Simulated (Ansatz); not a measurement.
Pd:

```
CELL_PARAMETERS angstrom
0.00000 1.94650 1.94650
1.94650 0.00000 1.94650
1.94650 1.94650 0.00000
ATOMIC_POSITIONS crystal
Pd 0.00000 0.00000 0.00000
```

Program: Ansatz 0.2.0. Alike in all runs: cell as given; k mesh 12 × 12 × 12.

Question: Order these runs on this cell by their pressure, lowest first.
A. level PBEsol+D3(BJ); potentials or basis Ansatz PAW; spin off; cutoff (eV) 420; smearing methfessel-paxton 0.1 eV; points for each segment of the path 14
B. level BLYP+D4; potentials or basis Ansatz PAW; spin SOC, no magnetisation; cutoff (eV) 420; smearing fermi-dirac 0.15 eV; driver chain
C. level LDA; potentials or basis SPMS NC; spin off; cutoff (eV) 653; smearing gaussian 0.05 eV; driver chain
D. level r2SCAN+rVV10; potentials or basis Ansatz PAW; spin collinear, random start; cutoff (eV) 500; smearing gaussian 0.05 eV; driver chain; points for each segment of the path 14

Answer: A (-9.9 GPa), C (-8.3 GPa), D (0.0 GPa), B (8.7 GPa).

Caveats: pairwise dispersion overbinds metals, which lowers pressure and volume (some runs); the potentials were made for another functional, which shifts forces and pressure (some runs); the PAW data sets come from PBE, with cores solved anew for the run's functional, which leaves a small shift of forces and pressure (some runs); the magnetic or orbital state may not be the lowest (some runs); the PAW data sets were made with another functional, which shifts forces and pressure a little (some runs).
